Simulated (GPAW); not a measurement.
# BaTiO3 (Barioperovskite) (Amm2) in GPAW: single point with PBE

Aim: the single point of BaTiO3 (Barioperovskite) with PBE.

All numbers are computed with GPAW 26.7.0; they aren't measurements. Logs are shortened: lines on timing, memory, paths and dates and some standing lists are left out, and cuts for length are marked. The log counts tension as positive stress, the text compression.

### 1 The crystal as given

It takes space group Amm2 (No. 38, orthorhombic). Conventional cell: a = 3.986 Å, b = 5.674 Å, c = 5.690 Å, α = 90.00°, β = 90.00°, γ = 90.00°. Ba (site symmetry mm2) is surrounded by 12 O at 2.77 to 2.92 Å. Around Ti (site symmetry mm2) lie 6 O at 1.93 to 2.09 Å. Around O (site symmetry m) lie 2 Ti at 1.93 to 2.09 Å. O (site symmetry mm2) has 2 Ti at 2.00 Å as nearest neighbours.

### 2 Single point, PBE

File run.py:

```python
from ase import Atoms
from ase.dft.bandgap import bandgap
from ase.io import write
from ase.units import GPa
from gpaw import GPAW, PW

atoms = Atoms(['Ba', 'Ti', 'O', 'O', 'O'],
              cell=[[3.9855, 0.0, 0.0],
                    [0.0, 2.8369, 2.84515],
                    [0.0, -2.8369, 2.84515]],
              scaled_positions=[[0.0, 0.0, 0.0],
                                [0.5, 0.5124, 0.5124],
                                [0.5, 0.99184, 0.50524],
                                [0.5, 0.50524, 0.99184],
                                [0.0, 0.4874, 0.4874]],
              pbc=True)

calc = GPAW(mode=PW(600),
            xc='PBE',
            kpts={'size': (6, 6, 6), 'gamma': True},
            occupations={'name': 'fermi-dirac', 'width': 0.05},
            nbands=36,
            maxiter=120,
            txt='gpaw.txt')
atoms.calc = calc
energy = atoms.get_potential_energy()
forces = atoms.get_forces()
stress = atoms.get_stress()
calc.write('gs.gpw')
write('result.traj', atoms)
print(f'Energy: {energy:.6f} eV')
print('Forces (eV/A):')
print(forces.round(4))
print('Stress (GPa):', (stress / GPa).round(3))
print('Fermi level:', round(calc.get_fermi_level(), 4), 'eV')
print(f'Gap: {bandgap(calc)[0]:.4f} eV, direct: {bandgap(calc, direct=True)[0]:.4f} eV')
```

Potentials or basis: GPAW PAW data sets (gpaw-data 1.2.1), pw.

On the command line:

```bash
> OMP_NUM_THREADS=1 python run.py
```

gpaw.txt:

```text
__  _  _
 | _ |_)|_||  |
 |__||  | ||/\| - 26.7.0

Input parameters:
  mode=PW(ecut=600.0),
  kpts=MonkhorstPack(size=(6, 6, 6), gamma=True),
  maxiter=120,
  nbands=36,
  occupations=Occupations(name='fermi-dirac', width=0.05),
  xc=XC(name='PBE')

Diagonalizing LCAO Hamiltonian
Converting LCAO to pw mode

              O
            O
        O    Ti

        Ba

Atoms  # Å, Bohr magnetons
|   | symbol |        x |         y |        z |    initial magnetic moments |
|---|--------|----------|-----------|----------|-----------------------------|
| 0 |     Ba | 0.000000 |  0.000000 | 0.000000 | ( 0.0000,  0.0000,  0.0000) |
| 1 |     Ti | 1.992750 |  0.000000 | 2.915710 | ( 0.0000,  0.0000,  0.0000) |
| 2 |      O | 1.992750 |  1.380436 | 4.259417 | ( 0.0000,  0.0000,  0.0000) |
| 3 |      O | 1.992750 | -1.380436 | 4.259417 | ( 0.0000,  0.0000,  0.0000) |
| 4 |      O | 0.000000 | -0.000000 | 2.773452 | ( 0.0000,  0.0000,  0.0000) |

Unit cell  # Å
| periodic |        x |         y |        z |  lengths |    angles |
|----------|----------|-----------|----------|----------|-----------|
|      yes | 3.985500 |  0.000000 | 0.000000 | 3.985500 | 89.833620 |
|      yes | 0.000000 |  2.836900 | 2.845150 | 4.017820 | 90.000000 |
|      yes | 0.000000 | -2.836900 | 2.845150 | 4.017820 | 90.000000 |

Number of symmetries: 4
Symmetry operations  # r_c * U_cc + t_c -> r_c
|   | kind |            matrix            |
|---|------|------------------------------|
| 0 |  E   |  1, 0, 0,  0, 1, 0,  0, 0, 1 |
| 1 |  σ   |  1, 0, 0,  0, 0, 1,  0, 1, 0 |
| 2 |  σ   | -1, 0, 0,  0, 1, 0,  0, 0, 1 |
| 3 |  C2  | -1, 0, 0,  0, 0, 1,  0, 1, 0 |

BZ-sampling:
  Number of BZ points: 216
  Number of IBZ points: 52

  Monkhorst-Pack size: [6, 6, 6]
  Monkhorst-Pack shift: [0.08333333333333333, 0.08333333333333333, 0.08333333333333333]

K-points  # in reciprocal-cell coordinates
|     |                                coordinates |     weight |
|-----|--------------------------------------------|------------|
|   0 | (  0.00000000,   0.00000000,   0.00000000) | 0.00462963 |
|   1 | (  0.00000000,   0.16666667,  -0.16666667) | 0.00925926 |
|   2 | (  0.00000000,   0.16666667,   0.00000000) | 0.01851852 |
|   3 | (  0.00000000,   0.16666667,   0.16666667) | 0.00925926 |
|   4 | (  0.00000000,   0.33333333,  -0.33333333) | 0.00925926 |
|   5 | (  0.00000000,   0.33333333,  -0.16666667) | 0.01851852 |
|   6 | (  0.00000000,   0.33333333,   0.00000000) | 0.01851852 |
|   7 | (  0.00000000,   0.33333333,   0.16666667) | 0.01851852 |
|   8 | (  0.00000000,   0.33333333,   0.33333333) | 0.00925926 |
|   9 | (  0.00000000,   0.50000000,   0.00000000) | 0.00925926 |
| ... |                                            |            |
|  51 | (  0.50000000,   0.50000000,   0.50000000) | 0.00462963 |

Plane wave coefficients: 2176
Cutoff: 600.0 eV

Spin-components: 1 (collinear spins)
Bands:           36
Projectors:      27
Spin-degeneracy: 2
Datatype:        complex128

Parallelization:
  kpt:    1
  domain: 1
  band:   1

Density:
  Valence electrons: 40.0
  Components: 1
  Grid points: [24 24 24]
  Charge: 0.0  # |e|

Potential:
  Grid points: [24 24 24]

species:
  Ba:
    name:    Barium
    Z:       56.0
    valence: 10
    core:    46
    charge:  0.0  # [|e|]
    compensation charges:
      type: gauss
      rc: 0.37  # [Å]
      lmax: 2
    cutoffs:
      filter: 2.06  # [Å]
      core: 2.33  # [Å]
    projectors
    | kind |    occ | energy [eV] | rcut [Å] |
    |------|--------|-------------|----------|
    |   5s |  2.000 |     -33.644 |    1.164 |
    |   6s |  2.000 |      -3.229 |    1.164 |
    |   5p |  6.000 |     -18.744 |    1.164 |
    |    p |        |       0.000 |    1.164 |
    |    d |        |       0.000 |    1.164 |
    |    d |        |      27.211 |    1.164 |

    Using partial waves for Ba as LCAO basis

  Ti:
    name:    Titanium
    Z:       22.0
    valence: 12
    core:    10
    charge:  0.0  # [|e|]
    compensation charges:
      type: gauss
      rc: 0.38  # [Å]
      lmax: 2
    cutoffs:
      filter: 2.23  # [Å]
      core: 1.02  # [Å]
    projectors
    | kind |    occ | energy [eV] | rcut [Å] |
    |------|--------|-------------|----------|
    |   3s |  2.000 |     -62.623 |    1.270 |
    |   4s |  2.000 |      -4.466 |    1.270 |
    |   3p |  6.000 |     -38.862 |    1.058 |
    |   4p |  0.000 |      -1.466 |    1.058 |
    |   3d |  2.000 |      -4.258 |    1.058 |
    |    d |        |      22.953 |    1.058 |

    Using partial waves for Ti as LCAO basis

  O:
    name:    Oxygen
    Z:       8.0
    valence: 6
    core:    2
    charge:  0.0  # [|e|]
    compensation charges:
      type: gauss
      rc: 0.21  # [Å]
      lmax: 2
    cutoffs:
      filter: 1.17  # [Å]
      core: 0.83  # [Å]
    projectors
    | kind |    occ | energy [eV] | rcut [Å] |
    |------|--------|-------------|----------|
    |   2s |  2.000 |     -23.961 |    0.688 |
    |   2p |  4.000 |      -9.029 |    0.598 |
    |    s |        |       3.251 |    0.688 |
    |    p |        |      18.182 |    0.598 |
    |    d |        |       0.000 |    0.619 |

    Using partial waves for O as LCAO basis

Reference energy: -250624.413696  # eV

eigensolver:
  PPCG
  Converge bands: occupied
  niter=2

density mixing:
  MSR1-Mixer
  Pratt-step length: 0.05
  Maximum mixing coefficient: 0.75
  Old densities: 10
  SVD Regularization: 0.005
  Good broyden scale: 1.0
  Trust region scale: 1.0
  Backstep threshold: 4.0
  History deletion threshold: 6.0
  Fourier metric: weight=20.0, sigma=0.015

occupation numbers:
  Fermi-Dirac:
    width: 0.0500  # eV

poisson solver:
  ecut: 4800.0  # eV

xc functional:
  name: PBE with 2 nearest neighbor stencil

convergence criteria:
- Maximum [total energy] change in last 3 cyles: 0.0005 eV / valence electron
- Maximum integral of absolute [dens]ity change: 0.0001 electrons / valence electron
- Maximum integral of absolute [eigenst]ate change: 4e-08 eV^2 / valence electron
maximum number of iterations: 120

SCF iterations
|iter     | |      energy | eigst |  dens |
|---------|-|-------------|-------|-------|
|iter:   1| |  -44.510059 | +0.09 |       |
|iter:   2| |  -42.806166 | -1.58 | -0.87 |
|iter:   3| |  -39.462468 | -0.96 | -0.94 |
|iter:   4| |  -39.260988 | -2.16 | -1.45 |
|iter:   5| |  -39.225755 | -2.84 | -1.62 |
|iter:   6| |  -39.231720 | -3.48 | -1.96 |
|iter:   7| |  -39.232018c| -4.63 | -2.74 |
|iter:   8| |  -39.231926c| -5.13 | -3.02 |
|iter:   9| |  -39.231935c| -6.31 | -3.49 |
|iter:  10| |  -39.231936c| -7.41c| -3.97 |
|iter:  11| |  -39.231936c| -8.02c| -4.98c|

Converged in 11 steps
Energy contributions relative to reference atoms: (reference = -250624.413696)

Energy contributions:
  Kinetic:          43.116822
  Coulomb:         -45.210800
  Zero:              0.575926
  External:          0.000000
  Xc:              -37.713884
  Entropy:          -0.000000
  Spinorbit:         0.000000
  ----------------------------
  Free energy:     -39.231936
  Extrapolated:    -39.231936

dipole moment: (-35.303424, -0.000000, -19.467775)  # |e|*Ang

Fermi level: 8.599
Eigenvalues  # (at kpt = [0.000, 0.000, 0.000])
| band index |      eig [eV] | occ [0-2] |
|------------|---------------|-----------|
|          0 |       -48.876 |     2.000 |
|        ... |               |           |
|         12 |         5.351 |     2.000 |
|         13 |         5.351 |     2.000 |
|         14 |         6.429 |     2.000 |
|         15 |         6.483 |     2.000 |
|         16 |         6.539 |     2.000 |
|         17 |         7.290 |     2.000 |
|         18 |         7.392 |     2.000 |
|         19 |         7.436 |     2.000 |
|         20 |         9.522 |     0.000 |
|         21 |         9.584 |     0.000 |
|         22 |         9.740 |     0.000 |
|         23 |        11.689 |     0.000 |
|         24 |        11.734 |     0.000 |
|         25 |        12.664 |     0.000 |
|         26 |        12.760 |     0.000 |
|         27 |        14.993 |     0.000 |
|        ... |               |           |
|         35 |        27.328 |     0.000 |

Gap: 1.891 eV
Transition (v -> c):
  (s=0, k=51, n=19, [0.50, 0.50, 0.50]) -> (s=0, k=0, n=20, [0.00, 0.00, 0.00])
Direct/indirect transitions are different
Direct gap: 2.086 eV
Transition at: (s=0, k=0, n=19, [0.00, 0.00, 0.00])

Forces  # eV/Ang
|       x |        y |        z |
|---------|----------|----------|
| 0.00000 | -0.00000 |  0.15644 |  # Ba   0
| 0.00000 |  0.00000 |  0.12216 |  # Ti   1
| 0.00000 |  0.04176 | -0.24551 |  # O    2
| 0.00000 | -0.04176 | -0.24551 |  # O    3
| 0.00000 |  0.00000 |  0.21062 |  # O    4

Stress tensor  # eV/Ang^3
|        x |        y |        z |
|----------|----------|----------|
| 0.003384 | 0.000000 | 0.000000 |
| 0.000000 | 0.002607 | 0.000000 |
| 0.000000 | 0.000000 | 0.006581 |

# Writing to gs.gpw (mode='')
```

Run time: 1.8 min. Hardware: 1 thread of AMD EPYC 7R43 (Zen 3), shared host; peak memory 0.24 GiB.

What came out:

| Item | Value |
| --- | --- |
| Free energy | -39.2319 eV |
| Pressure | -0.7 GPa |
| Largest force | 0.249 eV/Å |
| Band gap on the k mesh | 1.89 eV, indirect (least direct gap 2.09 eV) |

Forces on the atoms (eV/Å):
```
Ba   0.000  0.000  0.156
Ti   0.000  0.000  0.122
O    0.000  0.042 -0.246
O    0.000 -0.042 -0.246
O    0.000  0.000  0.211
```

Caveat: the cutoff is short for stress and forces, so pressures can be off by a GPa or more; spin-orbit coupling is left out, which moves the levels of the heavy elements. A k mesh can miss the band edges.
